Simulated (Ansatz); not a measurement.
**Sb2S3: Field gradients at the nuclei**

The cell is a Materials Project structure (computed, not necessarily an observed phase), atoms as given.

```xyz
20
Lattice="11.8001 0.0000 0.0000 0.0000 3.8447 0.0000 0.0000 0.0000 11.3671" Properties=species:S:1:pos:R:3 pbc="T T T"
Sb   10.1168    2.8835    5.2924
Sb    1.6833    0.9612    6.0748
Sb    7.5833    0.9612   10.9759
Sb    4.2168    2.8835    0.3912
Sb   11.4100    0.9612    1.9675
Sb    0.3901    2.8835    9.3997
Sb    6.2901    2.8835    7.6510
Sb    5.5100    0.9612    3.7161
S    10.3360    2.8835    0.6987
S     1.4641    0.9612   10.6684
S     7.3641    0.9612    6.3823
S     4.4360    2.8835    4.9848
S     0.5728    2.8835    4.3108
S    11.2273    0.9612    7.0564
S     5.3273    0.9612    9.9944
S     6.4729    2.8835    1.3728
S     3.5430    0.9612    2.1432
S     8.2571    2.8835    9.2239
S     2.3571    2.8835    7.8268
S     9.4430    0.9612    3.5403
```

Sites (sets of like atoms) are named by element and the number of their first atom in this list.

Method: Kohn–Sham DFT in Ansatz, r2SCAN, plane waves and PAW, scalar-relativistic, 500 eV cutoff, Γ-centred 3×7×3 k-points, Fermi–Dirac smearing 0.02 eV.

C_Q = eQV_zz/h, which is 24.18 MHz for Q = 1 b and V_zz = 10²¹ V/m²; η = (V_xx − V_yy)/V_zz. Directions are in the Cartesian axes of the cell vectors above, for the atom listed; none is given where the gradient is under 0.02 or η is above 0.95.

Q: Which values are expected at the nuclei?

A: 

| site | first atom | first shell | V_zz (10²¹ V/m²) | η | direction of V_zz (x, y, z) |
| --- | --- | --- | --- | --- | --- |
| Sb1 | 1 | 3 S at 2.46–2.69 Å; also 2 S at 2.84 Å | -21.8 | 0.05 | 0.82 0.00 -0.57 |
| Sb5 | 5 | 3 S at 2.52–2.54 Å; also 3 S at 3.18–3.25 Å | -19.22 | 0.32 | 0.99 0.00 0.11 |
| S9 | 9 | 2 Sb at 2.54 Å, angle 98°; also 1 Sb at 3.25 Å | -14.18 | 0.45 | 0.77 0.00 -0.63 |
| S13 | 13 | 1 Sb at 2.46 Å; also 4 Sb at 2.84–3.18 Å | 7.70 | 0.60 | 0.98 0.00 -0.21 |
| S17 | 17 | 3 Sb at 2.52–2.69 Å | 5.95 | 0.73 | 0.49 0.00 0.87 |

At Sb1 V_zz points along its shortest bond, to S (within 12°). At Sb5 V_zz stands upright on the plane through its three neighbours (within 12°). At S9 V_zz stands upright on the plane of its two bonds (within 1°).

Without spin–orbit coupling (the program notes it for Sb) the gradients are little affected as a rule: paired runs on crystals with a gap mostly move them by under 2 % at such atoms. With these PAW files V_zz is typically within 2 to 3 % of all-electron values, but misses above 10 % occur on Sb.
